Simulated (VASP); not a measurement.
# SnTe (Fm-3m) in VASP: a series of runs

One crystal, SnTe, is run at these levels: PBE, SCAN+rVV10; tasks: single point.

Program: VASP 6.6.1. These are calculated values, not measurements. Logs are shortened: lines on timing, memory, paths and dates and some standing lists are left out, and cuts for length are marked.

## 1. Starting point

It takes space group Fm-3m (No. 225, cubic). The conventional cell has a = 6.302 Å, b = 6.302 Å, c = 6.302 Å, α = 90.00°, β = 90.00°, γ = 90.00°. Te (site symmetry m-3m) has 6 Sn at 3.15 Å as nearest neighbours. Sn (site symmetry m-3m) is surrounded by 6 Te at 3.15 Å.

## 2. Single point, PBE

File INCAR:

```
SYSTEM = SnTe
ADDGRID  = .False.      
ALGO     = Normal         ! electronic algorithm
EDIFF    = 1E-7           ! SCF threshold, eV
ENCUT    = 460            ! plane-wave cutoff, eV
GGA      = PE             ! functional
ISIF     = 2              ! what is computed and relaxed
ISMEAR   = 0              ! smearing method
LASPH    = .True.         ! aspherical terms in the spheres
LCHARG   = .False.        ! write CHGCAR
LREAL    = .False.        ! projectors in reciprocal space
LWAVE    = .False.        ! write WAVECAR
NELM     = 100            ! most SCF steps
PREC     = Accurate       ! precision mode
SIGMA    = 0.05           ! smearing width, eV
```

File KPOINTS:

```
k-points
0
Gamma
  11 11 11
  0 0 0
```

File POSCAR:

```
SnTe
1.0
    0.0000000000      3.1508500000      3.1508500000
    3.1508500000      0.0000000000      3.1508500000
    3.1508500000      3.1508500000      0.0000000000
Te Sn
1 1
Direct
    0.5000000000      0.5000000000      0.5000000000
    0.0000000000      0.0000000000      0.0000000000
```

Potentials or basis: VASP PAW PBE potentials, release 64 (Te, Sn_d).

Command:

```console
$ cat potpaw_PBE.64/Te/POTCAR potpaw_PBE.64/Sn_d/POTCAR > POTCAR
$ mpirun -np 1 vasp_std > vasp.out
```

OUTCAR:

```text
SYSTEM = SnTe
   EDIFF = 1E-7
   ENCUT = 460
   GGA = PE
   ISIF = 2
   ISMEAR = 0
   LASPH = .True.
   LREAL = .False.
   NELM = 100
   PREC = Accurate

 Found     56 irreducible k-points:

 Following reciprocal coordinates:
            Coordinates               Weight
  0.000000  0.000000  0.000000      1.000000
  0.090909  0.000000  0.000000      8.000000
  0.181818  0.000000  0.000000      8.000000
  0.272727  0.000000  0.000000      8.000000
  0.363636  0.000000  0.000000      8.000000
  0.454545  0.000000  0.000000      8.000000
   k-points           NKPTS =     56   k-points in BZ     NKDIM =     56   number of bands    NBANDS=     14
   number of dos      NEDOS =    301   number of ions     NIONS =      2
   total plane-waves  NPLWV =  32768
   dimension x,y,z NGX =    32 NGY =   32 NGZ =   32
   dimension x,y,z NGXF=    64 NGYF=   64 NGZF=   64
   ions per type =               1   1
   NGX,Y,Z   is equivalent  to a cutoff of  11.94, 11.94, 11.94 a.u.
   NGXF,Y,Z  is equivalent  to a cutoff of  23.88, 23.88, 23.88 a.u.
 SYSTEM =  SnTe
   PREC   = accura    normal or accurate (medium, high low for compatibility)
   ISTART =      0    job   : 0-new  1-cont  2-samecut
   ICHARG =      2    charge: 1-file 2-atom 10-const
   ISPIN  =      1    spin polarized calculation?
   LNONCOLLINEAR =      F non collinear calculations
   LSORBIT =      F    spin-orbit coupling
   LASPH  =      T    aspherical Exc in radial PAW
   ENCUT  =  460.0 eV  33.81 Ry    5.81 a.u.   7.79  7.79  7.79*2*pi/ulx,y,z
   NELM   =    100;   NELMIN=  2; NELMDL= -5     # of ELM steps
   EDIFF  = 0.1E-06   stopping-criterion for ELM
   LREAL  =      F    real-space projection
   EDIFFG = 0.1E-05   stopping-criterion for IOM
   NSW    =      0    number of steps for IOM
   IBRION =     -1    ionic relax: 0-MD 1-quasi-New 2-CG
   NFREE  =      0    steps in history (QN), initial steepest desc. (CG)
   ISIF   =      2    stress and relaxation
   ISYM   =      2    0-nonsym 1-usesym 2-fastsym
   POTIM  = 0.5000    time-step for ionic-motion
   TEBEG  =    0.0;   TEEND  =   0.0 temperature during run
   PSTRESS=    0.0 pullay stress
   NELECT =      20.0000    total number of electrons
   NUPDOWN=      -1.0000    fix difference up-down
   EMIN   =  10.00;   EMAX   =-10.00  energy-range for DOS
   EFERMI =   0.00;   METHOD = LEGACY
   ISMEAR =     0;   SIGMA  =   0.05  broadening in eV -4-tet -1-fermi 0-gaus
   EFERMI_NEDOS =   21; number of points for ismear=-14 and -15
   IALGO  =     38    algorithm
   IMIX   =      4    mixing-type and parameters
     AMIX     =   0.40;   BMIX     =  1.00
     AMIX_MAG =   1.60;   BMIX_MAG =  1.00
  volume/ion in A,a.u.               =      31.28       211.10
  Fermi-wavevector in a.u.,A,eV,Ry     =   1.119387  2.115336 17.048485  1.253028
  Thomas-Fermi vector in A             =   2.256026
   LORBIT       =      0    0 simple, 1 ext, 2 COOP (PROOUT), +10 PAW based schemes
   GGA     = PE    functional components
   LHFCALC =     F    Hartree Fock is set to
   AEXX    =    0.0000 exact exchange contribution
   IVDW    =     0    specifies the selected vdW correction
   LEPSILON=     F    determine dielectric tensor
   LRPA    =     F    only Hartree local field effects (RPA)
 non-spin polarized calculation
 Gauss-broadening in eV      SIGMA  =   0.05
  energy-cutoff  :      460.00
  volume of cell :       62.56
 maximum number of plane-waves:      1412
   NGX = 15   NGY = 15   NGZ = 15

 number of electron      20.0000011 magnetization

 Free energy of the ion-electron system (eV)
  ---------------------------------------------------
  ext. energy  EPLUGINS =         0.00000000
  ---------------------------------------------------
  free energy    TOTEN  =        -7.54350231 eV

  energy without entropy =       -7.54350231  energy(sigma->0) =       -7.54350231

 E-fermi :   7.0190     XC(G=0):  -9.4936

 val. band max:        6.8189244387   @ k =   0.4545   0.0000   0.0000
 cond. band min:       7.2435902937   @ k =   0.4545   0.0000   0.0000
 fundamental gap:      0.4246658549
 Fermi energy:         7.0189992955

 k-point     1 :       0.0000    0.0000    0.0000
  band No.  band energies     occupation
      1     -14.9441      2.00000
      2     -14.9441      2.00000
      3     -14.9384      2.00000
      4     -14.9384      2.00000
      5     -14.9384      2.00000
      6      -5.8453      2.00000
      7       2.2821      2.00000
      8       4.8139      2.00000
      9       4.8139      2.00000
     10       4.8139      2.00000
     11      10.3093      0.00000
     12      10.3093      0.00000
     13      10.3093      0.00000
     14      11.7086      0.00000

 k-point     2 :       0.0909    0.0000    0.0000
  band No.  band energies     occupation
      1     -14.9444      2.00000
      2     -14.9444      2.00000
      3     -14.9383      2.00000
      4     -14.9380      2.00000
      5     -14.9380      2.00000
      6      -5.7752      2.00000
      7       1.8688      2.00000
      8       4.8257      2.00000
      9       4.8257      2.00000
     10       5.1148      2.00000
     11       9.9078      0.00000
     12       9.9078      0.00000
     13       9.9293      0.00000
     14      11.6549      0.00000
[... 37 lines left out ...]
      1     -14.9484      2.00000
      2     -14.9484      2.00000
      3     -14.9371      2.00000
      4     -14.9327      2.00000
      5     -14.9327      2.00000
      6      -4.8894      2.00000
      7      -0.7772      2.00000
      8       5.0484      2.00000
      9       5.0484      2.00000
     10       6.4749      2.00000
     11       7.7285      0.00000
     12       7.7285      0.00000
     13       7.7662      0.00000
     14      13.1780      0.00000

 k-point     6 :       0.4545    0.0000    0.0000
  band No.  band energies     occupation
      1     -14.9493      2.00000
      2     -14.9493      2.00000
      3     -14.9369      2.00000
      4     -14.9316      2.00000
      5     -14.9316      2.00000
      6      -4.6068      2.00000
      7      -1.3042      2.00000
      8       5.1366      2.00000
      9       5.1366      2.00000
     10       6.8189      2.00000
     11       7.2436      0.00000
     12       7.3734      0.00000
     13       7.3734      0.00000
     14      14.3628      0.00000

 [... further k-points ...]

------------------------ aborting loop because EDIFF is reached ----------------------------------------

  FORCE on cell =-STRESS in cart. coord.  units (eV):
  Direction    XX          YY          ZZ          XY          YZ          ZX
  --------------------------------------------------------------------------------------
  -------------------------------------------------------------------------------------
  Total        0.9005924      0.9005924      0.9005924      0.0000000     -0.0000000      0.0000000
  in kB       23.0635245     23.0635245     23.0635245      0.0000000     -0.0000000      0.0000000
  external PRESSURE =      23.0635245 kB  Pullay stress =       0.0000000 kB

 VOLUME and BASIS-vectors are now :
 -----------------------------------------------------------------------------
  energy-cutoff  :      460.00
  volume of cell :       62.56
      direct lattice vectors                 reciprocal lattice vectors
     0.000000000  3.150850000  3.150850000    -0.158687338  0.158687338  0.158687338
     3.150850000  0.000000000  3.150850000     0.158687338 -0.158687338  0.158687338
     3.150850000  3.150850000  0.000000000     0.158687338  0.158687338 -0.158687338

 POSITION                                       TOTAL-FORCE (eV/Angst)
 -----------------------------------------------------------------------------------
      3.15085      3.15085      3.15085        -0.000000     -0.000000      0.000000
      0.00000      0.00000      0.00000         0.000000      0.000000     -0.000000
 -----------------------------------------------------------------------------------
    total drift:                                0.000000     -0.000000     -0.000000

  FREE ENERGIE OF THE ION-ELECTRON SYSTEM (eV)
  ---------------------------------------------------
  free  energy   TOTEN  =        -7.5435023055 eV

  energy  without entropy=       -7.5435023055  energy(sigma->0) =       -7.54350231
```

stdout:

```text
POSCAR found type information on POSCAR TeSn
 POSCAR found :  2 types and       2 ions
 scaLAPACK will be used
 LDA part: xc-table for (Slater+PW92), standard interpolation
 POSCAR, INCAR and KPOINTS ok, starting setup
 FFT: planning ... GRIDC
 FFT: planning ... GRID_SOFT
 FFT: planning ... GRID
 WAVECAR not read
 entering main loop
```

Wall time 19 s (1 thread of Intel Xeon Platinum 8488C (Sapphire Rapids), shared host); peak memory 0.19 GiB.

These settings aren't checked as converged: the numbers below hold their error.

What came out:

```yaml
Free_energy: -7.5435 eV
Pressure: 2.3 GPa
```

Caveat: this odd mesh misses L, where the gap lies, so gap, dielectric constants and Born charges aren't listed.

## 3. Single point, SCAN+rVV10

File run.py:

```python
from ase import Atoms
from ase.calculators.vasp import Vasp
from ase.dft.bandgap import bandgap

atoms = Atoms(
    ['Te', 'Sn'],
    cell=[[0.0, 3.15085, 3.15085], [3.15085, 0.0, 3.15085], [3.15085, 3.15085, 0.0]],
    scaled_positions=[[0.5, 0.5, 0.5], [0.0, 0.0, 0.0]],
    pbc=True,
)
calc = Vasp(
    directory='calc',
    xc='scan+rvv10',
    pp='PBE',
    setups='recommended',
    prec='Accurate',
    encut=520,
    ediff=1e-07,
    ismear=0,
    sigma=0.1,
    lreal=False,
    lasph=True,
    nelm=60,
    algo='Normal',
    isif=2,
    lwave=False,
    lcharg=False,
    lmixtau=True,
    kpts=[7, 7, 7],
    gamma=True,
    nbands=17,
)
atoms.calc = calc

print('energy (eV):', atoms.get_potential_energy())
print('free energy (eV):', atoms.get_potential_energy(force_consistent=True))
print('forces (eV/A):')
print(atoms.get_forces())
print('stress (eV/A^3, Voigt):', atoms.get_stress())
print('Fermi level (eV):', calc.get_fermi_level())
gap, top, bottom = bandgap(calc)
print('band gap (eV):', gap, 'from (spin, k, band)', top, 'to', bottom)
```

Potentials or basis: VASP PAW PBE potentials, release 64 (Te, Sn_d).

Command:

```console
$ python run.py
```

It took 9.7 min on 1 thread of AMD EPYC 7R13 (Zen 3), shared host; peak memory 0.36 GiB.

Results (log left out):

```yaml
Free_energy: -73.1980 eV
Pressure: 0.4 GPa
```

Levels at points of the mesh, in eV from the Fermi level:
```csv
k point,band 7,band 8,band 9,band 10,band 11,band 12,band 13,band 14
"(0.00, 0.00, 0.00)",-5.00,-2.40,-2.40,-2.40,3.31,3.31,3.31,5.03
```

Caveat: this odd mesh misses L, where the gap lies, so gap, dielectric constants and Born charges aren't listed; the PAW data sets were made with another functional, which shifts forces and pressure a little.

## 4. For comparison

An earlier run on the cell as given: functional PBE; potentials or basis VASP PAW PBE potentials, release 64 (Te, Sn_d); cutoff 520 eV; k mesh 7 × 7 × 7; occupations fermi-dirac, width 0.05 eV; no spin polarisation.

* Pressure: 2.2 GPa
